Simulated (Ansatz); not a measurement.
Ansatz results at the PBE0-D4/def2-TZVP geometry: HOMO energy (ωB97M-V/def2-TZVPP) -8.71 eV; zero-point energy (PBE0-D4/def2-TZVP) 339.1 kJ/mol; HOMO–LUMO gap (PBE0/def2-TZVPP) 6.16 eV.

**Question.** Which molecule gave them?
A. `O=c1occo1`
B. `C1=C[C@H]2C=C[C@@H]1C2`
C. `FC1=CCC=C1`
D. `C=C1C=CCC=C1`

**Answer.** B. The others give `O=c1occo1`: -9.66, 134.7, 7.33; `C=C1C=CCC=C1`: -8.12, 334.8, 5.33; `FC1=CCC=C1`: -8.70, 223.6, 5.88.
